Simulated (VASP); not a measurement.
# PbSe (Clausthalite) (Fm-3m) in VASP: a series of runs, part 3 of 3

VASP 6.6.1. The steps go on from the part before.

## (6) Born charges and dielectric tensor, PBE

File INCAR:

```
SYSTEM = PbSe
PREC = Accurate
ENCUT = 520
EDIFF = 1E-8
ISMEAR = -1
SIGMA = 0.05
LREAL = .False.
LASPH = .True.
NELM = 60
ALGO = Normal
ISIF = 2
LWAVE = .False.
LCHARG = .False.
GGA = PE
LEPSILON = .True.
IBRION = 8
```

File KPOINTS:

```
regular mesh
0
Gamma
  8 8 8
  0 0 0
```

File POSCAR:

```
PbSe
1.0
    0.0000000000      3.0606500000      3.0606500000
    3.0606500000      0.0000000000      3.0606500000
    3.0606500000      3.0606500000      0.0000000000
Pb Se
1 1
Direct
    0.0000000000      0.0000000000      0.0000000000
    0.5000000000      0.5000000000      0.5000000000
```

Potentials or basis: VASP PAW PBE potentials, release 64 (Pb_d, Se).

On the command line:

```
cat potpaw_PBE.64/Pb_d/POTCAR potpaw_PBE.64/Se/POTCAR > POTCAR
mpirun -np 1 vasp_std > vasp.out
```

OUTCAR:

```text
SYSTEM = PbSe
   PREC = Accurate
   ENCUT = 520
   EDIFF = 1E-8
   ISMEAR = -1
   LREAL = .False.
   LASPH = .True.
   NELM = 60
   ISIF = 2
   GGA = PE
   LEPSILON = .True.
   IBRION = 8

 ion  position               nearest neighbor table
   1  0.000  0.000  0.000-   2 3.06   2 3.06   2 3.06   2 3.06   2 3.06   2 3.06
   2  0.500  0.500  0.500-   1 3.06   1 3.06   1 3.06   1 3.06   1 3.06   1 3.06

  LATTYP: Found a face centered cubic cell.
 ALAT       =     6.1213000000

  Lattice vectors:

 A1 = (   0.0000000000,   3.0606500000,   3.0606500000)
 A2 = (   3.0606500000,   0.0000000000,   3.0606500000)
 A3 = (   3.0606500000,   3.0606500000,   0.0000000000)

Analysis of symmetry for initial positions (statically):
=====================================================================
 Subroutine PRICEL returns:
 Original cell was already a primitive cell.

 Routine SETGRP: Setting up the symmetry group for a
 face centered cubic supercell.

 Subroutine GETGRP returns: Found 48 space group operations
 (whereof 48 operations were pure point group operations)
 out of a pool of 48 trial point group operations.

The static configuration has the point symmetry O_h .

Analysis of symmetry for dynamics (positions and initial velocities):
=====================================================================
 Subroutine PRICEL returns:
 Original cell was already a primitive cell.

 Routine SETGRP: Setting up the symmetry group for a
 face centered cubic supercell.

 Subroutine GETGRP returns: Found 48 space group operations
 (whereof 48 operations were pure point group operations)
 out of a pool of 48 trial point group operations.

The dynamic configuration has the point symmetry O_h .

 Subroutine INISYM returns: Found 48 space group operations
 (whereof 48 operations are pure point group operations),
 and found     1 'primitive' translations

----------------------------------------------------------------------------------------

                                     Primitive cell

  volume of cell :      57.3418

  direct lattice vectors                    reciprocal lattice vectors
     0.000000000  3.060650000  3.060650000    -0.163363991  0.163363991  0.163363991
     3.060650000  0.000000000  3.060650000     0.163363991 -0.163363991  0.163363991
     3.060650000  3.060650000  0.000000000     0.163363991  0.163363991 -0.163363991

  length of vectors
     4.328412740  4.328412740  4.328412740     0.282954733  0.282954733  0.282954733

  position of ions in fractional coordinates (direct lattice)
     0.000000000  0.000000000  0.000000000
     0.500000000  0.500000000  0.500000000

  ion indices of the primitive-cell ions
[... 596 lines left out ...]
     0.00119  0.00000 -0.00000
     0.00000  0.00119 -0.00000
    -0.00000 -0.00000 -0.00060

--------------------------------------- Ionic step        4  -------------------------------------------

------------------------ aborting loop because EDIFF is reached ----------------------------------------

[... ionic steps 5 to 6 ...]

--------------------------------------- Ionic step        7  -------------------------------------------

 Free energy of the ion-electron system (eV)
  ---------------------------------------------------
  ---------------------------------------------------
  free energy    TOTEN  =        -0.08518337 eV

  energy without entropy =       -0.08518337

------------------------ aborting loop because EDIFF is reached ----------------------------------------

 INTERNAL STRAIN TENSOR  FOR ION    2  DIRECTION 1   (eV/Angst):
 -----------------------------------------------------------------------------
    -0.00820 -0.00000 -0.00000
     0.00000  0.00829  0.00000
     0.00000  0.00000  0.00829

 MACROSCOPIC STATIC DIELECTRIC TENSOR (including local field effects in DFT)
 ------------------------------------------------------
          30.254716    -0.000000     0.000000
           0.000000    30.254716     0.000000
          -0.000000     0.000000    30.254716
 ------------------------------------------------------

 PIEZOELECTRIC TENSOR (including local field effects)  for field in x, y, z        (e  Angst)
          XX          YY          ZZ          XY          YZ          ZX
  --------------------------------------------------------------------------------
  x     0.00000     0.00000     0.00000     0.00000     0.00000     0.00000
  y     0.00000     0.00000     0.00000     0.00000     0.00000     0.00000
  z     0.00000     0.00000     0.00000     0.00000     0.00000     0.00000

 PIEZOELECTRIC TENSOR (including local field effects)  for field in x, y, z        (C/m^2)
          XX          YY          ZZ          XY          YZ          ZX
  --------------------------------------------------------------------------------
  x     0.00000     0.00000     0.00000     0.00000     0.00000     0.00000
  y     0.00000     0.00000     0.00000     0.00000     0.00000     0.00000
  z     0.00000     0.00000     0.00000     0.00000     0.00000     0.00000

 BORN EFFECTIVE CHARGES (including local field effects) (in |e|, cummulative output)
 ---------------------------------------------------------------------------------
 ion    1
    1     4.10299     0.00000     0.00000
    2     0.00000     4.10299     0.00000
    3     0.00000     0.00000     4.10299
 ion    2
    1    -4.10299     0.00000     0.00000
    2     0.00000    -4.10299     0.00000
    3     0.00000     0.00000    -4.10299

 INTERNAL STRAIN TENSOR FOR ION    2 for displacements in x,y,z  (eV/Angst):
          X           Y           Z          XY          YZ          ZX
  --------------------------------------------------------------------------------
  x     0.00000     0.00000     0.00000     0.00000     0.00000     0.00000
  y     0.00000     0.00000     0.00000     0.00000     0.00000     0.00000
  z     0.00000     0.00000     0.00000     0.00000     0.00000     0.00000

 SECOND DERIVATIVES (NOT SYMMETRIZED)
 ------------------------------------
               1X          1Y          1Z          2X          2Y          2Z
  1X    -0.579354    0.000000    0.000000    0.579354    0.000000    0.000000
  1Y     0.000000   -0.579354    0.000000    0.000000    0.579354    0.000000
  1Z     0.000000    0.000000   -0.579354    0.000000    0.000000    0.579354
  2X     0.584633    0.000000    0.000000   -0.584633    0.000000    0.000000
  2Y     0.000000    0.584633    0.000000    0.000000   -0.584633    0.000000
  2Z     0.000000    0.000000    0.584633    0.000000    0.000000   -0.584633

 Eigenvectors and eigenvalues of the dynamical matrix
 ----------------------------------------------------

   1 f  =    1.578911 THz     9.920588 2PiTHz   52.666790 cm-1     6.529847 meV
             X         Y         Z           dx          dy          dz
      0.000000  0.000000  0.000000     0.523567    0.000000    0.000000
      3.060650  3.060650  3.060650    -0.851984    0.000000    0.000000
[... 21 lines left out ...]
   6 f/i=    0.003194 THz     0.020071 2PiTHz    0.106556 cm-1     0.013211 meV
             X         Y         Z           dx          dy          dz
      0.000000  0.000000  0.000000    -0.149408    0.838782    0.000000
      3.060650  3.060650  3.060650    -0.091815    0.515454    0.000000

--------------------------------------------------------------------------------------------------------

 MACROSCOPIC STATIC DIELECTRIC TENSOR IONIC CONTRIBUTION
 ------------------------------------------------------
          91.279508     0.000000     0.000000
           0.000000    91.279508     0.000000
           0.000000     0.000000    91.279508
 ------------------------------------------------------

 ELASTIC MODULI CONTR FROM IONIC RELAXATION (kBar)
 Direction    XX          YY          ZZ          XY          YZ          ZX
 --------------------------------------------------------------------------------
 XX           0.0000      0.0000      0.0000      0.0000      0.0000      0.0000
 YY           0.0000      0.0000      0.0000      0.0000      0.0000      0.0000
 ZZ           0.0000      0.0000      0.0000      0.0000      0.0000      0.0000
 XY           0.0000      0.0000      0.0000      0.0000      0.0000      0.0000
 YZ           0.0000      0.0000      0.0000      0.0000      0.0000      0.0000
 ZX           0.0000      0.0000      0.0000      0.0000      0.0000      0.0000
 --------------------------------------------------------------------------------

 PIEZOELECTRIC TENSOR IONIC CONTR  for field in x, y, z        (C/m^2)
          XX          YY          ZZ          XY          YZ          ZX
  --------------------------------------------------------------------------------
  x     0.00000     0.00000     0.00000     0.00000     0.00000     0.00000
  y     0.00000     0.00000     0.00000     0.00000     0.00000     0.00000
  z     0.00000     0.00000     0.00000     0.00000     0.00000     0.00000
```

stdout:

```text
POSCAR found type information on POSCAR PbSe
 POSCAR found :  2 types and       2 ions
 scaLAPACK will be used
 LDA part: xc-table for (Slater+PW92), standard interpolation
 POSCAR, INCAR and KPOINTS ok, starting setup
 FFT: planning ... GRIDC
 FFT: planning ... GRID_SOFT
 FFT: planning ... GRID
 WAVECAR not read
 entering main loop
[... 24 lines left out ...]
 dielectric tensor                  component  3 :   -10.785    10.426    30.255
 Linear response DOF=           2
 Linear response progress:
 first order change of Fermi-energy   0.51910E-04
 force on displaced ion       1 direction 1 :  -0.579   0.000   0.000
 Born effective charge ion    1 direction 1 :   4.124   0.000   0.000
 Linear response progress:
 first order change of Fermi-energy   0.48621E-03
 force on displaced ion       2 direction 1 :  -0.585   0.000   0.000
 Born effective charge ion    2 direction 1 :  -4.078   0.000   0.000
 Born effective charges drift removed
 Linear response finished
```

Run time: 4.6 min. Hardware: 1 thread of Intel Xeon Platinum 8488C (Sapphire Rapids), shared host; peak memory 0.29 GiB.

What came out:

```yaml
Band_gap_on_the_k_mesh: 0.29 eV, direct
Electronic_dielectric_tensor_diagonal: 30.25
Born_charges_mean_of_the_diagonal: Pb +4.10; Se -4.10 e
Highest_phonon_frequency_at_Γ_LO-TO_splitting_left_out: 53 cm⁻¹
```

Phonon frequencies in cm⁻¹ (negative: imaginary):
```tsv
q point	frequencies
(0.000, 0.000, 0.000)	0 0 0 53 53 53
```

Electronic dielectric tensor:
```
30.25  0.00  0.00
 0.00 30.25  0.00
 0.00  0.00 30.25
```

Born effective charge tensors (e):
atom 1, Pb
```
4.10 0.00 0.00
0.00 4.10 0.00
0.00 0.00 4.10
```
atom 2, Se
```
-4.10  0.00  0.00
 0.00 -4.10  0.00
 0.00  0.00 -4.10
```

Caveat: the gap is small at this level, which inflates the dielectric constant; spin-orbit coupling is left out, which as a rule narrows the gap of such compounds by several tenths of an eV.

## (7) Summary

```csv
task,level,potentials or basis,cell,k mesh,cutoff (eV),ions in elastic constants,gap on the mesh (eV)
elastic constants,LDA,"VASP PAW LDA potentials, release 64 (Pb_d, Se)",relaxed,6 × 6 × 6,600,relaxed,-
Born charges and dielectric tensor,LDA,"VASP PAW LDA potentials, release 64 (Pb_d, Se)",as given,8 × 8 × 8,520,-,0.16
phonons,PBE,"VASP PAW PBE potentials, release 64 (Pb_d, Se)",relaxed,6 × 6 × 6,600,-,-
elastic constants,PBE,"VASP PAW PBE potentials, release 64 (Pb_d, Se)",relaxed,6 × 6 × 6,600,relaxed,-
Born charges and dielectric tensor,PBE,"VASP PAW PBE potentials, release 64 (Pb_d, Se)",as given,8 × 8 × 8,520,-,0.29
```

Alike in all rows: no spin polarisation; smearing fermi-dirac 0.05 eV.

Caveats: the gap is small at this level, which inflates the dielectric constant (some runs); spin-orbit coupling is left out, which as a rule narrows the gap of such compounds by several tenths of an eV (some runs).

Total energies depend on the potentials used, so only differences within one code and one set of settings carry meaning.

## (8) How close it comes

Step 3. A measured gap of PbSe is 0.28 eV (direct; 300 K; a printed reference work, monograph); the calculated 0.16 eV misses it by -0.12 eV. 2 values of this kind are on record (0.15 to 0.28 eV); this one was drawn at random. Spin-orbit coupling on Pb, Se is left out. The value is that of LDA on a finite k mesh, which can miss the band edges, without temperature or zero-point motion. Semilocal functionals fall short of measured gaps as a rule.

Step 6. Measured gap of PbSe: 0.15 eV (direct; 4.2 K; a printed reference work, monograph). This calculation gives 0.29 eV (+0.14 eV). 2 values of this kind are on record (0.15 to 0.28 eV); this one was drawn at random. Spin-orbit coupling on Pb, Se is left out. The value is that of PBE on a finite k mesh, which can miss the band edges, without temperature or zero-point motion.
